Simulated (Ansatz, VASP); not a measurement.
One calculation of Al, two programs

```
CELL_PARAMETERS angstrom
2.98631 0.00000 0.00000
-1.49315 2.58622 0.00000
0.00000 0.00000 9.58761
ATOMIC_POSITIONS crystal
Al 0.00000 0.00000 0.00000
Al 0.33333 0.66667 0.25000
Al 0.00000 0.00000 0.50000
Al 0.66667 0.33333 0.75000
```

Alike in both runs: task single point; functional PBE; k mesh 9 × 9 × 2; occupations gaussian, width 0.1 eV; no spin polarisation.

|  | VASP | Ansatz |
| --- | --- | --- |
| version | VASP 6.6.1 | Ansatz 0.2.0 |
| potentials or method | VASP PAW PBE potentials, release 64 (Al) | scalar-relativistic, plane waves, PAW |
| plane-wave cutoff (eV) | 520 | 420 |
| valence electrons in the cell | 12 | 12 |

```tsv
	VASP	Ansatz	Ansatz less VASP
gap on the k mesh at the Fermi level (eV)	none	none	-
pressure (GPa)	-6.6	-6.6	+0.02
largest component of the traceless stress (GPa)	1.30	1.28	-0.011
```

A gap of «none» marks a metal or a gap that the smearing closes. The functional is the same, so the differences come from potentials, cutoffs and numerics.
